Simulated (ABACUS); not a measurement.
A run of ABACUS 3.10.1 is set up as follows.

INPUT

```
INPUT_PARAMETERS
suffix              GaAs
calculation         scf
basis_type          pw
pseudo_dir          ./
symmetry            1
dft_functional      GGA_X_PW91+GGA_C_PW91
ecutwfc             40
pseudo_rcut         10
nspin               1
nbands              22
ks_solver           dav
smearing_method     fd
smearing_sigma      0.00367493
scf_thr             1e-08
scf_nmax            100
mixing_type         broyden
mixing_beta         0.7
cal_force           1
cal_stress          1
ecutrho             320
out_chg             1
out_pot             2
out_elf             0
kpar                4
```

The input STRU:

```
ATOMIC_SPECIES
As 74.9216 as_pbe_v1.uspp.F.UPF
Ga 69.7230 ga_pbe_v1.4.uspp.F.UPF

LATTICE_CONSTANT
1.8897261246

LATTICE_VECTORS
0.0000000000 2.8268500000 2.8268500000
2.8268500000 0.0000000000 2.8268500000
2.8268500000 2.8268500000 0.0000000000

ATOMIC_POSITIONS
Cartesian

As
0.0
1
4.2402750000 4.2402750000 4.2402750000 1 1 1

Ga
0.0
1
0.0000000000 0.0000000000 0.0000000000 1 1 1
```

KPT

```
K_POINTS
0
Gamma
6 6 6 0 0 0
```

Potentials or basis: GBRV ultrasoft 1.5 PBE, plane waves.

Command:

```sh
$ OMP_NUM_THREADS=1 mpirun -np 4 abacus > log
```

Problem. Estimate the pressure.

Solution. 3.0 GPa.

Problem. Estimate the band gap on the k mesh.

Solution. 0.46 eV, direct.

Caveat: the potentials were made for another functional, which shifts forces and pressure.

**The experiment to reproduce.**

“Evidence of valence band perturbations in GaAsN/GaAs(001): A combined variable-angle spectroscopic ellipsometry and modulated photoreflectance investigation”, 2008, arxiv:0805.2212 reports, for a bulk crystal of GaAs at 300 K: band gap 1.412 ± 0.01 eV (direct).

Measured gap of GaAs: 1.412 eV (direct; 300 K; “Evidence of valence band perturbations in GaAsN/GaAs(001): A combined variable-angle spectroscopic ellipsometry and modulated photoreflectance investigation”, 2008, arxiv:0805.2212). This calculation gives 0.46 eV (-0.95 eV). 3 values of this kind are on record (1.412 to 1.51 eV); this one was drawn at random among those near their median, those with a stated uncertainty first. Spin-orbit coupling on As, Ga is left out. The value is that of PW91, without temperature or zero-point motion. Semilocal functionals fall short of measured gaps as a rule.
